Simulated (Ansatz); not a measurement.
# Cadmium, hcp under r²SCAN: testing the k-point mesh

Aim: find which k-point mesh is enough for energy and pressure. The geometry was relaxed under r²SCAN beforehand and stays fixed; 8 values are run, from 2×2×1 to 18×18×8. Wanted are the values from which on the energy stays within 10 and 1 meV/atom, and the pressure within 0.5 GPa, of the last run. Within the series other settings stay, but some runs also write fields, which adds to their time. Spin polarisation is left out.

Computed with Ansatz 0.2.0 (DFT r²SCAN, plane waves with PAW, scalar-relativistic, unless a step says otherwise).

**1. The system as given**

It takes space group P6_3/mmc (No. 194, hexagonal). Conventional cell: a = 2.951 Å, b = 2.951 Å, c = 5.884 Å, α = 90.00°, β = 90.00°, γ = 120.00°. Cd (site symmetry -6m2) has 6 Cd at 2.95 Å as nearest neighbours.

Structure file:

```cif
data_structure
_symmetry_space_group_name_H-M 'P6_3/mmc'
_symmetry_Int_Tables_number 194
_cell_length_a 2.9509
_cell_length_b 2.9509
_cell_length_c 5.8839
_cell_angle_alpha 90.000
_cell_angle_beta 90.000
_cell_angle_gamma 120.000
_cell_volume 44.37
loop_
_atom_site_label
_atom_site_type_symbol
_atom_site_symmetry_multiplicity
_atom_site_Wyckoff_symbol
_atom_site_fract_x
_atom_site_fract_y
_atom_site_fract_z
_atom_site_occupancy
Cd1 Cd 2 c 0.33333 0.66667 0.25000 1
```

**2. Run at 2×2×1**

The run at 2×2×1.

Contents of input.yaml:

```yaml
crystal:
  lattice:
    - [2.9509006248, 0.0, 0.0]
    - [-1.4754503124, 2.5555549051, 0.0]
    - [0.0, 0.0, 5.8838547497]
  atoms:
    - { symbol: Cd, position: [0.3333333333, 0.6666666667, 0.25] }
    - { symbol: Cd, position: [0.6666666667, 0.3333333333, 0.75] }
hamiltonian:
  xc: r2scan
  pseudopotentials:
    kind: paw
    azcp:
      Cd: "pseudopotentials/Cd.paw.azcp"
basis:
  ecutwfc: 500
  fft_grid_basis: typed
kpoints:
  mp_grid: { grid: [2, 2, 1], shift: [0, 0, 0] }
magnetization:
  spin_polarized: false
scf:
  occupations: { method: fermi_dirac, width: 0.1 }
  lower_state_search: "off"
output:
  stress: true
```

The run is started by

```console
$ ansatz run input.yaml --threads 2 --pin off --max-ram 5120MiB --backend cpu --events-out ev --progress --plain --runs-dir out
```

Log (excerpt; [...] marks lines left out):

```text
Warning: RAYON_NUM_THREADS=2 ignored (pool sized by the plan → 2); use --threads N
[...]
Pseudopotentials: kind: paw
Pseudopotential: Cd, paw, valence charge 20, recommended cutoff 500 eV (meta_gga), <dir>
Functional definition: r2SCAN
[...]
Crystal: 2 atoms, lattice volume = 44.371 Å³
Basis set: ecut = 500 eV, 1113 PW (Γ), exchange–correlation on 96×96×180 points (64 copies of the dense FFT grid, shifted against one another)
Bands: 24, of which v1, the nominal top of the filled ones, is band 20 counted from 1 (19 counted from 0)
Symmetry: 24 space group operations
Space group: P63/mmc (ITA 194), of the structure as read, at distance tolerance 3.5e-5 Å
k-points: 2 of 4
[...]
SCF iter   1: F=-16534.552214 eV  HF=-16534.528236 eV  |F-HF|=2.40e-2  |Δ(HF+E_count)|=         —  Δρ=1.09e-2  dr2=3.27e-2  dr2_τ=1.81e-2  ethr=1.77e-3  ⟨swp⟩=5.0  Hψ=196  notcnv=0
[...]
SCF iter   7: F=-16534.561661 eV  HF=-16534.561661 eV  |F-HF|=6.99e-9  |Δ(HF+E_count)|=   2.72e-7  Δρ=4.10e-6  dr2=4.23e-9  dr2_τ=2.33e-10  ethr=2.50e-10  ⟨swp⟩=4.0  Hψ=163  notcnv=0
[...]
SCF converged after 7 iterations
Free energy (F): -16534.561661 eV
[...]
E sigma→0 (E₀):  -16534.513508 eV
Entropy (-TS):   -0.096306 eV (-48.153 meV/atom)
Fermi energy:    12.601715 eV
[...]
--- Stress (GPa, compression-positive) ---
       14.474946       0.000000       0.000000
       -0.000000      14.474946       0.000000
        0.000000       0.000000     -16.620291
  P = ⅓ Tr σ = 4.1099 GPa (41.099 kbar)
```

It took 0.97 s on 2 threads of Arm Neoverse V1, shared host; peak memory 0.36 GiB.

**3. Run at 3×3×2**

The run at 3×3×2.

input.yaml, as its differences from that of step 2:

```diff
@@ -18,3 +18,3 @@
 kpoints:
-  mp_grid: { grid: [2, 2, 1], shift: [0, 0, 0] }
+  mp_grid: { grid: [3, 3, 2], shift: [0, 0, 0] }
 magnetization:
@@ -26 +26,5 @@
   stress: true
+  write_density: true
+  write_potential: true
+  elf: true
+  volumetric_format: npy
```

The run is started by

```console
$ ansatz run input.yaml --threads 2 --pin off --max-ram 5120MiB --backend cpu --events-out ev --progress --plain --runs-dir out
```

Log (excerpt; [...] marks lines left out):

```text
Warning: RAYON_NUM_THREADS=2 ignored (pool sized by the plan → 2); use --threads N
[...]
[... 3 set-up lines as earlier in the session ...]
[...]
Crystal: 2 atoms, lattice volume = 44.371 Å³
Basis set: ecut = 500 eV, 1113 PW (Γ), exchange–correlation on 96×96×180 points (64 copies of the dense FFT grid, shifted against one another)
Bands: 24, of which v1, the nominal top of the filled ones, is band 20 counted from 1 (19 counted from 0)
[... 2 set-up lines as earlier in the session ...]
k-points: 6 of 18
[...]
SCF iter   1: F=-16536.014197 eV  HF=-16536.014947 eV  |F-HF|=7.49e-4  |Δ(HF+E_count)|=         —  Δρ=7.31e-3  dr2=2.18e-2  dr2_τ=1.08e-2  ethr=1.77e-3  ⟨swp⟩=5.5  Hψ=581  notcnv=0
[...]
SCF iter   8: F=-16536.019969 eV  HF=-16536.019969 eV  |F-HF|=8.37e-9  |Δ(HF+E_count)|=   1.84e-7  Δρ=3.67e-6  dr2=6.22e-9  dr2_τ=1.58e-10  ethr=2.50e-10  ⟨swp⟩=8.7  Hψ=882  notcnv=0
[...]
SCF converged after 8 iterations
Free energy (F): -16536.019969 eV
[...]
E sigma→0 (E₀):  -16535.982585 eV
Entropy (-TS):   -0.074769 eV (-37.384 meV/atom)
Fermi energy:    14.726389 eV
[...]
--- Stress (GPa, compression-positive) ---
       -1.566639       0.000000       0.000000
        0.000000      -1.566639       0.000000
        0.000000       0.000000       9.888617
  P = ⅓ Tr σ = 2.2518 GPa (22.518 kbar)
--- Band table (eV; the first three rows and the last of 6) ---
  k-point 0: bands = ["-91.9357", "-91.9351", "-52.0544", "-52.0544", "-52.0532", "-52.0532", "-52.0325", "-52.0192", "3.7872", "3.9794", "4.4081", "4.4081", "4.4440", "4.4440", "5.0638", "5.0638", "5.2220", "5.2415", "5.2415", "10.3832", "11.0844", "23.3841", "28.0514", "28.7758"]
[...]
```

Wall time 1.4 s (2 threads of Arm Neoverse V1, shared host); peak memory 0.38 GiB.

**4. Run at 4×4×2**

The run at 4×4×2.

input.yaml, as its differences from that of step 3:

```diff
@@ -18,3 +18,3 @@
 kpoints:
-  mp_grid: { grid: [3, 3, 2], shift: [0, 0, 0] }
+  mp_grid: { grid: [4, 4, 2], shift: [0, 0, 0] }
 magnetization:
```

The run is started by

```console
$ ansatz run input.yaml --threads 2 --pin off --max-ram 5120MiB --backend cpu --events-out ev --progress --plain --runs-dir out
```

Log (excerpt; [...] marks lines left out):

```text
Warning: RAYON_NUM_THREADS=2 ignored (pool sized by the plan → 2); use --threads N
[...]
[... 3 set-up lines as earlier in the session ...]
[...]
Crystal: 2 atoms, lattice volume = 44.371 Å³
Basis set: ecut = 500 eV, 1113 PW (Γ), exchange–correlation on 96×96×180 points (64 copies of the dense FFT grid, shifted against one another)
Bands: 24, of which v1, the nominal top of the filled ones, is band 20 counted from 1 (19 counted from 0)
[... 2 set-up lines as earlier in the session ...]
k-points: 8 of 32
[...]
SCF iter   1: F=-16536.567480 eV  HF=-16536.563208 eV  |F-HF|=4.27e-3  |Δ(HF+E_count)|=         —  Δρ=6.89e-3  dr2=1.10e-2  dr2_τ=1.45e-2  ethr=1.77e-3  ⟨swp⟩=5.2  Hψ=762  notcnv=0
[...]
SCF iter   7: F=-16536.570190 eV  HF=-16536.570190 eV  |F-HF|=1.65e-8  |Δ(HF+E_count)|=   1.33e-7  Δρ=3.97e-6  dr2=8.00e-9  dr2_τ=6.61e-11  ethr=2.50e-10  ⟨swp⟩=8.8  Hψ=1120  notcnv=0
[...]
SCF converged after 7 iterations
Free energy (F): -16536.570190 eV
[...]
E sigma→0 (E₀):  -16536.561621 eV
Entropy (-TS):   -0.017139 eV (-8.569 meV/atom)
Fermi energy:    13.348315 eV
[...]
--- Stress (GPa, compression-positive) ---
        0.084436       0.000000       0.000000
       -0.000000       0.084436       0.000000
        0.000000       0.000000      -5.627698
  P = ⅓ Tr σ = -1.8196 GPa (-18.196 kbar)
--- Band table (eV; the first three rows and the last of 8) ---
  k-point 0: bands = ["-91.9864", "-91.9858", "-52.1112", "-52.0978", "-52.0943", "-52.0943", "-52.0931", "-52.0931", "3.7352", "3.9272", "4.3827", "4.3827", "4.4189", "4.4189", "5.0128", "5.0128", "5.1559", "5.1890", "5.1890", "10.3758", "10.9827", "23.3910", "28.0221", "28.7413"]
[...]
```

It took 1.5 s on 2 threads of Arm Neoverse V1, shared host; peak memory 0.38 GiB.

**5. Run at 6×6×3**

The run at 6×6×3.

input.yaml, as its differences from that of step 4:

```diff
@@ -18,3 +18,3 @@
 kpoints:
-  mp_grid: { grid: [4, 4, 2], shift: [0, 0, 0] }
+  mp_grid: { grid: [6, 6, 3], shift: [0, 0, 0] }
 magnetization:
@@ -26,5 +26 @@
   stress: true
-  write_density: true
-  write_potential: true
-  elf: true
-  volumetric_format: npy
```

The run is started by

```console
$ ansatz run input.yaml --threads 2 --pin off --max-ram 5120MiB --backend cpu --events-out ev --progress --plain --runs-dir out
```

Log (excerpt; [...] marks lines left out):

```text
Warning: RAYON_NUM_THREADS=2 ignored (pool sized by the plan → 2); use --threads N
[...]
[... 3 set-up lines as earlier in the session ...]
[...]
Crystal: 2 atoms, lattice volume = 44.371 Å³
Basis set: ecut = 500 eV, 1113 PW (Γ), exchange–correlation on 96×96×180 points (64 copies of the dense FFT grid, shifted against one another)
Bands: 24, of which v1, the nominal top of the filled ones, is band 20 counted from 1 (19 counted from 0)
[... 2 set-up lines as earlier in the session ...]
k-points: 14 of 108
[...]
SCF iter   1: F=-16536.360224 eV  HF=-16536.358795 eV  |F-HF|=1.43e-3  |Δ(HF+E_count)|=         —  Δρ=6.25e-3  dr2=9.27e-3  dr2_τ=1.29e-2  ethr=1.77e-3  ⟨swp⟩=5.6  Hψ=1362  notcnv=0
[...]
SCF iter   7: F=-16536.363654 eV  HF=-16536.363654 eV  |F-HF|=4.95e-8  |Δ(HF+E_count)|=   5.66e-7  Δρ=8.94e-6  dr2=4.26e-8  dr2_τ=1.08e-9  ethr=2.50e-10  ⟨swp⟩=4.1  Hψ=1139  notcnv=0
[...]
SCF converged after 7 iterations
Free energy (F): -16536.363654 eV
[...]
E sigma→0 (E₀):  -16536.345038 eV
Entropy (-TS):   -0.037232 eV (-18.616 meV/atom)
Fermi energy:    14.604098 eV
[...]
--- Stress (GPa, compression-positive) ---
       -0.055665       0.000000       0.000000
       -0.000000      -0.055665       0.000000
        0.000000       0.000000       0.459255
  P = ⅓ Tr σ = 0.1160 GPa (1.160 kbar)
```

It took 1.5 s on 2 threads of Arm Neoverse V1, shared host; peak memory 0.39 GiB.

**6. Run at 8×8×4**

The run at 8×8×4.

input.yaml, as its differences from that of step 5:

```diff
@@ -18,3 +18,3 @@
 kpoints:
-  mp_grid: { grid: [6, 6, 3], shift: [0, 0, 0] }
+  mp_grid: { grid: [8, 8, 4], shift: [0, 0, 0] }
 magnetization:
```

The run is started by

```console
$ ansatz run input.yaml --threads 2 --pin off --max-ram 5120MiB --backend cpu --events-out ev --progress --plain --runs-dir out
```

Log (excerpt; [...] marks lines left out):

```text
Warning: RAYON_NUM_THREADS=2 ignored (pool sized by the plan → 2); use --threads N
[...]
[... 3 set-up lines as earlier in the session ...]
[...]
Crystal: 2 atoms, lattice volume = 44.371 Å³
Basis set: ecut = 500 eV, 1113 PW (Γ), exchange–correlation on 96×96×180 points (64 copies of the dense FFT grid, shifted against one another)
Bands: 24, of which v1, the nominal top of the filled ones, is band 20 counted from 1 (19 counted from 0)
[... 2 set-up lines as earlier in the session ...]
k-points: 30 of 256
[...]
SCF iter   1: F=-16536.311525 eV  HF=-16536.309944 eV  |F-HF|=1.58e-3  |Δ(HF+E_count)|=         —  Δρ=6.21e-3  dr2=9.91e-3  dr2_τ=1.28e-2  ethr=1.77e-3  ⟨swp⟩=5.3  Hψ=2860  notcnv=0
[...]
SCF iter   7: F=-16536.315163 eV  HF=-16536.315163 eV  |F-HF|=8.19e-8  |Δ(HF+E_count)|=   6.64e-7  Δρ=1.12e-5  dr2=7.19e-8  dr2_τ=1.61e-9  ethr=2.50e-10  ⟨swp⟩=2.6  Hψ=2555  notcnv=0
[...]
SCF converged after 7 iterations
Free energy (F): -16536.315163 eV
[...]
E sigma→0 (E₀):  -16536.303832 eV
Entropy (-TS):   -0.022662 eV (-11.331 meV/atom)
Fermi energy:    14.166955 eV
[...]
--- Stress (GPa, compression-positive) ---
        1.084006       0.000000       0.000000
       -0.000000       1.084006       0.000000
        0.000000       0.000000      -0.880998
  P = ⅓ Tr σ = 0.4290 GPa (4.290 kbar)
```

It took 2.3 s on 2 threads of Arm Neoverse V1, shared host; peak memory 0.41 GiB.

**7. Run at 10×10×5**

The run at 10×10×5.

input.yaml, as its differences from that of step 6:

```diff
@@ -18,3 +18,3 @@
 kpoints:
-  mp_grid: { grid: [8, 8, 4], shift: [0, 0, 0] }
+  mp_grid: { grid: [10, 10, 5], shift: [0, 0, 0] }
 magnetization:
```

The run is started by

```console
$ ansatz run input.yaml --threads 2 --pin off --max-ram 5120MiB --backend cpu --events-out ev --progress --plain --runs-dir out
```

Log (excerpt; [...] marks lines left out):

```text
Warning: RAYON_NUM_THREADS=2 ignored (pool sized by the plan → 2); use --threads N
[...]
[... 3 set-up lines as earlier in the session ...]
[...]
Crystal: 2 atoms, lattice volume = 44.371 Å³
Basis set: ecut = 500 eV, 1113 PW (Γ), exchange–correlation on 96×96×180 points (64 copies of the dense FFT grid, shifted against one another)
Bands: 24, of which v1, the nominal top of the filled ones, is band 20 counted from 1 (19 counted from 0)
[... 2 set-up lines as earlier in the session ...]
k-points: 42 of 500
[...]
SCF iter   1: F=-16536.358844 eV  HF=-16536.356460 eV  |F-HF|=2.38e-3  |Δ(HF+E_count)|=         —  Δρ=6.22e-3  dr2=9.61e-3  dr2_τ=1.31e-2  ethr=1.77e-3  ⟨swp⟩=5.5  Hψ=4030  notcnv=0
[...]
SCF iter   7: F=-16536.362406 eV  HF=-16536.362406 eV  |F-HF|=8.91e-8  |Δ(HF+E_count)|=   7.96e-7  Δρ=1.13e-5  dr2=7.41e-8  dr2_τ=1.61e-9  ethr=2.50e-10  ⟨swp⟩=2.8  Hψ=3583  notcnv=0
[...]
SCF converged after 7 iterations
Free energy (F): -16536.362406 eV
[...]
E sigma→0 (E₀):  -16536.352423 eV
Entropy (-TS):   -0.019966 eV (-9.983 meV/atom)
Fermi energy:    13.940821 eV
[...]
--- Stress (GPa, compression-positive) ---
        0.862802       0.000000       0.000000
        0.000000       0.862802       0.000000
        0.000000       0.000000      -1.321285
  P = ⅓ Tr σ = 0.1348 GPa (1.348 kbar)
```

It took 3 s on 2 threads of Arm Neoverse V1, shared host; peak memory 0.43 GiB.

**8. Run at 13×13×6**

The run at 13×13×6.

input.yaml, as its differences from that of step 7:

```diff
@@ -18,3 +18,3 @@
 kpoints:
-  mp_grid: { grid: [10, 10, 5], shift: [0, 0, 0] }
+  mp_grid: { grid: [13, 13, 6], shift: [0, 0, 0] }
 magnetization:
@@ -26 +26,5 @@
   stress: true
+  write_density: true
+  write_potential: true
+  elf: true
+  volumetric_format: npy
```

The run is started by

```console
$ ansatz run input.yaml --threads 2 --pin off --max-ram 5120MiB --backend cpu --events-out ev --progress --plain --runs-dir out
```

Log (excerpt; [...] marks lines left out):

```text
Warning: RAYON_NUM_THREADS=2 ignored (pool sized by the plan → 2); use --threads N
[...]
[... 3 set-up lines as earlier in the session ...]
[...]
Crystal: 2 atoms, lattice volume = 44.371 Å³
Basis set: ecut = 500 eV, 1113 PW (Γ), exchange–correlation on 96×96×180 points (64 copies of the dense FFT grid, shifted against one another)
Bands: 24, of which v1, the nominal top of the filled ones, is band 20 counted from 1 (19 counted from 0)
[... 2 set-up lines as earlier in the session ...]
k-points: 84 of 1014
[...]
SCF iter   1: F=-16536.363166 eV  HF=-16536.361107 eV  |F-HF|=2.06e-3  |Δ(HF+E_count)|=         —  Δρ=6.20e-3  dr2=9.41e-3  dr2_τ=1.30e-2  ethr=1.77e-3  ⟨swp⟩=5.5  Hψ=8009  notcnv=0
[...]
SCF iter   7: F=-16536.366664 eV  HF=-16536.366664 eV  |F-HF|=9.65e-8  |Δ(HF+E_count)|=   8.36e-7  Δρ=1.23e-5  dr2=8.89e-8  dr2_τ=1.73e-9  ethr=2.50e-10  ⟨swp⟩=5.5  Hψ=11643  notcnv=0
[...]
SCF converged after 7 iterations
Free energy (F): -16536.366664 eV
[...]
E sigma→0 (E₀):  -16536.357956 eV
Entropy (-TS):   -0.017417 eV (-8.708 meV/atom)
Fermi energy:    14.049272 eV
[...]
--- Stress (GPa, compression-positive) ---
        0.619207       0.000000       0.000000
        0.000000       0.619207       0.000000
        0.000000       0.000000      -0.831670
  P = ⅓ Tr σ = 0.1356 GPa (1.356 kbar)
--- Band table (eV; the first three rows and the last of 84) ---
  k-point 0: bands = ["-91.9349", "-91.9343", "-52.0834", "-52.0703", "-52.0295", "-52.0295", "-52.0283", "-52.0283", "3.7700", "3.9613", "4.4533", "4.4533", "4.4896", "4.4896", "5.0465", "5.0465", "5.1939", "5.2228", "5.2228", "10.3570", "11.0517", "23.3466", "28.0821", "28.7702"]
[...]
```

Wall time 6.4 s (2 threads of Arm Neoverse V1, shared host); peak memory 0.47 GiB.

**9. Run at 18×18×8**

The run at 18×18×8.

input.yaml, as its differences from that of step 8:

```diff
@@ -18,3 +18,3 @@
 kpoints:
-  mp_grid: { grid: [13, 13, 6], shift: [0, 0, 0] }
+  mp_grid: { grid: [18, 18, 8], shift: [0, 0, 0] }
 magnetization:
@@ -26,5 +26 @@
   stress: true
-  write_density: true
-  write_potential: true
-  elf: true
-  volumetric_format: npy
```

The run is started by

```console
$ ansatz run input.yaml --threads 2 --pin off --max-ram 5120MiB --backend cpu --events-out ev --progress --plain --runs-dir out
```

Log (excerpt; [...] marks lines left out):

```text
Warning: RAYON_NUM_THREADS=2 ignored (pool sized by the plan → 2); use --threads N
[...]
[... 3 set-up lines as earlier in the session ...]
[...]
Crystal: 2 atoms, lattice volume = 44.371 Å³
Basis set: ecut = 500 eV, 1113 PW (Γ), exchange–correlation on 96×96×180 points (64 copies of the dense FFT grid, shifted against one another)
Bands: 24, of which v1, the nominal top of the filled ones, is band 20 counted from 1 (19 counted from 0)
[... 2 set-up lines as earlier in the session ...]
k-points: 185 of 2592
[...]
SCF iter   1: F=-16536.365219 eV  HF=-16536.362872 eV  |F-HF|=2.35e-3  |Δ(HF+E_count)|=         —  Δρ=6.20e-3  dr2=9.22e-3  dr2_τ=1.31e-2  ethr=1.77e-3  ⟨swp⟩=5.5  Hψ=17665  notcnv=0
[...]
SCF iter   7: F=-16536.368665 eV  HF=-16536.368665 eV  |F-HF|=1.01e-7  |Δ(HF+E_count)|=   8.67e-7  Δρ=1.25e-5  dr2=9.27e-8  dr2_τ=1.75e-9  ethr=2.50e-10  ⟨swp⟩=2.7  Hψ=15789  notcnv=0
[...]
SCF converged after 7 iterations
Free energy (F): -16536.368665 eV
[...]
E sigma→0 (E₀):  -16536.361695 eV
Entropy (-TS):   -0.013941 eV (-6.970 meV/atom)
Fermi energy:    14.129389 eV
[...]
--- Stress (GPa, compression-positive) ---
        0.337835       0.000000       0.000000
        0.000000       0.337835       0.000000
        0.000000       0.000000      -0.492612
  P = ⅓ Tr σ = 0.0610 GPa (0.610 kbar)
```

Run time: 11 s. Hardware: 2 threads of Arm Neoverse V1, shared host; peak memory 0.55 GiB.

**10. All values side by side**

Energies count from the run at 18×18×8.

```csv
k-mesh,k-points,E(σ → 0) (meV/atom),P (GPa),SCF cycles,CPU time
2×2×1,2,924.09,4.11,7,1.7 s
3×3×2,6,189.55,2.25,8,2.5 s
4×4×2,8,-99.96,-1.82,7,2.7 s
6×6×3,14,8.33,0.12,7,2.8 s
8×8×4,30,28.93,0.43,7,4.4 s
10×10×5,42,4.64,0.13,7,5.7 s
13×13×6,84,1.87,0.14,7,12 s
18×18×8,185,0.00,0.06,7,21 s
```

**11. Results**

```
                                          quantity                       value
      E(σ → 0) stays within 10 meV/atom of 18×18×8             from 10×10×5 on
                  E(σ → 0) stays within 1 meV/atom  not reached before 18×18×8
                     pressure stays within 0.5 GPa               from 6×6×3 on
                               pressure at 18×18×8                    0.06 GPa
                   CPU time, dearest over cheapest                          12
energy of a separate run on a finer mesh (20×20×9)  +0.2 meV/atom from 18×18×8
```

What this shows: At 2×2×1 the energy differs by +924.1 meV/atom and the pressure by +4.0 GPa. Convergence in k is not monotonic; the energy swings about its limit. The energy has not settled to 1 meV/atom before the last mesh. Metals converge slowly, as the Fermi surface must be resolved. A run on a finer mesh agrees with the yardstick to 1 meV/atom.
